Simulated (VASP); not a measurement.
Input of a VASP 6.6.1 run:

INCAR

```
PREC     = Accurate       # precision mode
ENCUT    = 520            # plane-wave cutoff, eV
EDIFF    = 1E-7           # SCF threshold, eV
ISMEAR   = 0              # smearing method
SIGMA    = 0.1            # smearing width, eV
LREAL    = F              # projectors in reciprocal space
LASPH    = T              # aspherical terms in the spheres
NELM     = 100            # most SCF steps
ALGO     = Fast           # electronic algorithm
ISIF     = 2              # what is computed and relaxed
LWAVE    = F              # write WAVECAR
LCHARG   = F              # write CHGCAR
GGA      = PE             # functional
NBANDS   = 14             # bands
```

The input KPOINTS:

```
regular mesh
0
Gamma
  24 24 24
```

Contents of POSCAR:

```
Si2N
1.0
   -1.3885885050      1.3885885050      4.2389684608
    1.3885885050     -1.3885885050      4.2389684608
    1.3885885050      1.3885885050     -4.2389684608
Si N
2 1
Direct
    0.6429360352      0.6429360352      0.0000000000
    0.3570639648      0.3570639648      0.0000000000
    0.0000000000      0.0000000000      0.0000000000
```

Potentials or basis: VASP PAW PBE potentials, release 64 (Si, N).

Launch:

```console
$ cat potpaw_PBE.64/Si/POTCAR potpaw_PBE.64/N/POTCAR > POTCAR
$ mpirun -np 1 vasp_std > vasp.out
```

Estimate the pressure.

0.0 GPa.

Estimate the band gap on the k mesh.

none (metal or under the smearing width).

Predict the largest force.

0.006 eV/Å.

Forces in eV/Å, atoms in the order of the input:
```
Si   0.000  0.000 -0.006
Si   0.000  0.000  0.006
N    0.000  0.000  0.000
```
